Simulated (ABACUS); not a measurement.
Crystal: LiCl.

```
CELL_PARAMETERS angstrom
0.00000 2.56477 2.56477
2.56477 0.00000 2.56477
2.56477 2.56477 0.00000
ATOMIC_POSITIONS crystal
Cl 0.50000 0.50000 0.50000
Li 0.00000 0.00000 0.00000
```

Base run:

```yaml
Program: ABACUS 3.10.1
Functional: PBE
Potentials_or_basis: PseudoDojo NC SR 0.4.1 PBE standard
Cutoff: 1007 eV
Density_cutoff: 4027 eV
Basis: plane waves
k_mesh: 9 × 9 × 9
Occupations: fermi-dirac, width 0.05 eV
Spin: no spin polarisation
```

Its results: band gap on the k mesh 6.33 eV, direct; pressure 0.4 GPa.

Q: The run is repeated on the same cell with these changes: cutoff from 1007 eV to 1361 eV; density cutoff from 4027 eV to 5442 eV; basis from plane waves to DZP LCAO (the cutoffs set its grid). What comes out?

A: Band gap on the k mesh 6.60 eV, direct; pressure 0.9 GPa.

Caveats: an odd mesh through Γ misses points on the zone boundary, where band edges often lie; the atomic orbitals were generated for these runs and aren't a published set (some runs); the basis of atomic orbitals isn't converged, which shifts pressures, moduli and gaps (some runs).

Not every run made on this cell is shown here.
